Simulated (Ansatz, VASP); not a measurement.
# Ga2SeS (Ga2SSe monolayer) in two plane-wave programs, part 2 of 2

Aim: how closely do two programs agree when they are given the same cell, functional and k mesh? Of the first pair: The structure shown is the start of the Ansatz relaxation below; VASP solves that cell, so the two are compared at the walk's first step.

VASP 6.6.1 and Ansatz 0.2.0.

So far. Step 4 (Side by side): The forces differ by 13 meV/Å r.m.s., which is 2.4 % of the r.m.s. force of 0.557 eV/Å (both taken over all components). With vacuum in the cell, a pressure given here is an average over mostly empty space and none of the material.

## 5. Ansatz: relaxation, PBE

Level of this step: Ansatz beside VASP: Kohn-Sham DFT, plane waves, PBE (Ansatz).

This run makes the geometry at which the two programs are then compared.

The structure compared here is the end of the Ansatz relaxation.

Input file input.yaml:

```yaml
crystal:
  lattice:
    - [3.705, 0.0, 0.0]
    - [-1.8525, 3.208624121, 0.0]
    - [0.0, 0.0, 18.4796752993]
  atoms:
    - { symbol: Se, position: [0.3333333333, 0.6666666667, 0.3787945344] }
    - { symbol: Ga, position: [0.0, 0.0, 0.4434329971] }
    - { symbol: Ga, position: [0.0, 0.0, 0.575469949] }
    - { symbol: S, position: [0.3333333333, 0.6666666667, 0.6212054656] }
  periodic: [true, true, false]
kpoints:
  mp_grid: { grid: [9, 9, 1] }
hamiltonian:
  xc: pbe
scf:
  occupations: { method: fermi_dirac, width: 0.05 }
relax:
  f_tol: 0.01
  max_steps: 90
  cell: {}
```

The run is started by

```sh
$ ansatz run input.yaml --threads 4 --pin off --max-ram 8192MiB --backend cpu --events-out ev --progress --plain --runs-dir out
```

Numbers of over 12 decimals in the logs are rounded to 6 here.

The log of the run:

```text
[...]
Crystal: 4 atoms, lattice volume = 389.442 Å³
Basis set: ecut = 420 eV, 7609 PW (Γ), exchange–correlation on 50×50×450 points (8 copies of the dense FFT grid, shifted against one another)
Bands: 29, of which v1, the nominal top of the filled ones, is band 24 counted from 1 (23 counted from 0)
Symmetry: 6 space group operations
[...]
cell:  # Å, volume = 393.1694 Å³
    - [3.722690, 0.0, 0]
    - [-1.861345, 3.223944, 0]
    - [0, 0, 32.759351]
  atoms:
    - { symbol: Se, position: [0.333333, 0.666667, 0.211337] }
    - { symbol: Ga, position: [-2.043213895015991e-18, 3.700743415201777e-17, 0.248340] }
    - { symbol: Ga, position: [-1.0236395409370735e-18, 3.700743415201777e-17, 0.323722] }
    - { symbol: S, position: [0.333333, 0.666667, 0.355473] }
[key lines of the parts left out:]
SCF converged after 8 iterations
Free energy (F): -13939.638692 eV
Fermi energy:    -4.944378 eV
P = ½ c Tr σ = -0.0004 N/m
```

## 6. VASP: single point, PBE, relaxed cell, pair 2

The same cell, functional, mesh and smearing now go to VASP, with its own data sets.

Input file INCAR:

```
SYSTEM = Ga2SeS
PREC = Accurate
ENCUT = 400
EDIFF = 1E-06
NELM = 120
ISMEAR = -1
SIGMA = 0.05
LREAL = .FALSE.
ALGO = Normal
GGA = PE
NBANDS = 25
LORBIT = 11
LWAVE = .FALSE.
LCHARG = .FALSE.
ISIF = 2
LDIPOL = .TRUE.
IDIPOL = 3
DIPOL = 0.5 0.5 0.285
LVHAR = .TRUE.
LASPH = .TRUE.
GGA_COMPAT = .FALSE.
EFERMI = MIDGAP
NELMDL = -8
```

Input file POSCAR:

```
Ga2SeS
1.0
    3.7226904089      0.0000000000      0.0000000000
   -1.8613452044      3.2239444645      0.0000000000
    0.0000000000      0.0000000000     32.7593505952
Se Ga S
1 2 1
Direct
    0.3333333333      0.6666666667      0.2113367722
    1.0000000000      0.0000000000      0.2483397048
    1.0000000000      0.0000000000      0.3237217372
    0.3333333333      0.6666666667      0.3554726799
```

Input file KPOINTS:

```
Automatic mesh
0
Gamma
9 9 1
0 0 0
```

The projector-augmented-wave data sets are Se, Ga_d and S (PBE family, release 64).

The run is started by

```sh
$ mpirun -np 1 vasp_std
```

The log of the run:

```text
[... set-up lines as in an earlier step ...]
 entering main loop
       N       E                     dE             d eps       ncg     rms          rms(c)
DAV:   1     0.229578102929E+03    0.22958E+03   -0.14713E+04   704   0.109E+03
DAV:   2     0.132037017714E+02   -0.21637E+03   -0.21219E+03   742   0.252E+02
DAV:   3    -0.150008369629E+02   -0.28205E+02   -0.27803E+02   829   0.946E+01
DAV:   4    -0.162511545318E+02   -0.12503E+01   -0.12478E+01   864   0.217E+01
[...]
DAV:  23    -0.158714933708E+02   -0.71559E-05   -0.15999E-07   526   0.286E-03    0.360E-04
DAV:  24    -0.158714958031E+02   -0.24322E-05   -0.73406E-08   518   0.263E-03    0.210E-04
DAV:  25    -0.158714967631E+02   -0.96001E-06   -0.20532E-08   472   0.232E-03
   1 F= -.15871497E+02 E0= -.15871497E+02  d E =-.340006E-09
```

OUTCAR, selected parts (step 6):

```text
  Total       -0.0689842     -0.0689842     -0.0546443     -0.0000000      0.0000000      0.0000000
  in kB       -0.2811127     -0.2811127     -0.2226773     -0.0000000      0.0000000      0.0000000
  external PRESSURE =      -0.2616343 kB  Pullay stress =       0.0000000 kB

 POSITION                                       TOTAL-FORCE (eV/Angst)
 -----------------------------------------------------------------------------------
     -0.00000      2.14930      6.92326        -0.000000     -0.000000     -0.028606
      0.00000      0.00000      8.13545         0.000000      0.000000      0.024043
      0.00000      0.00000     10.60491         0.000000      0.000000     -0.010390
     -0.00000      2.14930     11.64505        -0.000000     -0.000000      0.014953
 -----------------------------------------------------------------------------------
    total drift:                                0.000001     -0.000001      0.001255

  FREE ENERGIE OF THE ION-ELECTRON SYSTEM (eV)
  ---------------------------------------------------
  free  energy   TOTEN  =       -15.8714967631 eV

  energy  without entropy=      -15.8714967627  energy(sigma->0) =      -15.87149676

[... 1 part as in an earlier step ...]

[... 2 further parts left out ...]
[key lines of the parts left out:]
E-fermi :  -2.8526
```

## 7. Comparison

What differs besides the data sets and the points named for the pairs above, as far as they apply: the data sets hold 48 valence electrons in Ansatz (on its default PAW (the set named soft_2) files) and 38 in VASP. Total energies have different zeros and are not compared.

Both answers:

| quantity | Ansatz | VASP | difference |
| --- | --- | --- | --- |
| gap on the k mesh (eV) | 2.026 | 2.022 | +0.004 |

At this near-relaxed geometry the largest component of a force difference is 28 meV/Å. A gap on the mesh is an upper bound, since the band edges may lie between its points. With vacuum in the cell, a pressure given here is an average over mostly empty space and none of the material.

## 8. Summary of results

```json
{
 "r.m.s. force difference (single point, PBE, start cell, pair 1)": "2.4 % of the r.m.s. force",
 "difference in gap on the k mesh (single point, PBE, relaxed cell, pair 2)": "0.0044 eV",
 "r.m.s. force difference (single point, PBE, relaxed cell, pair 2)": "12 meV/Å"
}
```

**Reading.** The r.m.s. force difference is 12 meV/Å (single point, PBE, relaxed cell, pair 2), at about the 12 meV/Å picked in this series as the mark of a large difference. The data sets hold unlike numbers of valence electrons (48 in Ansatz and 38 in VASP), so part of the differences comes from the potentials. Such differences can come from data sets, numerical settings and the points named under the comparisons, not from the functional's error against experiment.

[Lines on the potential files, build, host, timing and source positions are cut from VASP's logs without a mark.]

[Logs are printed without paths, hosts, clocks, repeated set-up lines and the standing remarks that a program may print on its own settings, such as how far it seeks lower states.]

[Hosts, paths, dates, database ids (printed as entryN), source tags and the programs' standing remarks are cut or masked in the printed files.]
